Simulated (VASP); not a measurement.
Here is a VASP 6.6.1 calculation.

The input INCAR:

```
SYSTEM = C
PREC = Accurate ; ENCUT = 520
EDIFF = 1E-6 ; ISMEAR = 0
SIGMA = 0.03 ; LREAL = .False.
LASPH = .True. ; NELM = 80
ALGO = Normal ; ISIF = 2
LWAVE = .False. ; LCHARG = .False.
GGA = PE ; NBANDS = 11
KPAR = 4
```

File KPOINTS:

```
regular mesh
0
Gamma
  8 8 8
  0 0 0
```

Contents of POSCAR:

```
C
1.0
    0.0000000000      1.7833700000      1.7833700000
    1.7833700000      0.0000000000      1.7833700000
    1.7833700000      1.7833700000      0.0000000000
C
2
Direct
    0.0000000000      0.0000000000      0.0000000000
    0.2500000000      0.2500000000      0.2500000000
```

Potentials or basis: VASP PAW PBE potentials, release 64 (C).

The run is started by

```console
$ cat potpaw_PBE.64/C/POTCAR > POTCAR
$ mpirun -np 4 vasp_std > vasp.out
```

(1) Estimate the band gap on the k mesh.

(2) Estimate the pressure.

## Answers

(1) 4.13 eV, indirect (least direct gap 5.59 eV).

(2) 2.5 GPa.
